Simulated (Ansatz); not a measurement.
## CdS and the effect of spin-orbit coupling

```cif
data_structure
_symmetry_space_group_name_H-M 'F-43m'
_symmetry_Int_Tables_number 216
_cell_length_a 5.8330
_cell_length_b 5.8330
_cell_length_c 5.8330
_cell_angle_alpha 90.000
_cell_angle_beta 90.000
_cell_angle_gamma 90.000
_cell_volume 198.46
loop_
_atom_site_label
_atom_site_type_symbol
_atom_site_symmetry_multiplicity
_atom_site_Wyckoff_symbol
_atom_site_fract_x
_atom_site_fract_y
_atom_site_fract_z
_atom_site_occupancy
Cd1 Cd 4 a 0.00000 0.00000 0.00000 1
S1 S 4 c 0.25000 0.25000 0.25000 1
```

Kept alike: task band structure; functional PBEsol; k mesh 8 × 8 × 8; occupations fermi-dirac, width 0.05 eV. Program: Ansatz, Ansatz PAW, cutoff 420 eV. The mesh is that of the run's cell of 2 atoms.

| spin-orbit coupling | band gap (eV) |
| --- | --- |
| off | 1.003 |
| on | 0.988 |

Gaps are the smaller of the mesh's and the band path's. All rows use potentials made for PBE.

The band gap runs from 0.988 (on) to 1.003 eV (off). Spin-orbit coupling splits p and d bands at the edges, and the more so the heavier the atoms.

Spin-orbit coupling barely changes the gap of zinc-blende CdS, lowering it from 1.003 to 0.988 eV. The valence-band maximum at the zone centre is mainly S 3p, and the coupling splits this threefold orbital level into a quartet and a doublet. The upper branch rises by only part of the splitting, while the s-like conduction-band minimum has no orbital moment to split, so the gap closes slightly. The effect is small because sulfur is light, and probably also because the Cd 4d admixture in the valence-band top contributes with the opposite sign to the S 3p part.

Both gaps lie far below the measured one. Spin-orbit coupling can't be the remedy, since it moves the gap further down. The likely cause is the semilocal functional, which lacks the derivative discontinuity and places the Cd 4d states too high, so that p-d repulsion pushes the valence-band top upwards. The gap change alone doesn't establish the size of the valence-band splitting or the order of its branches.
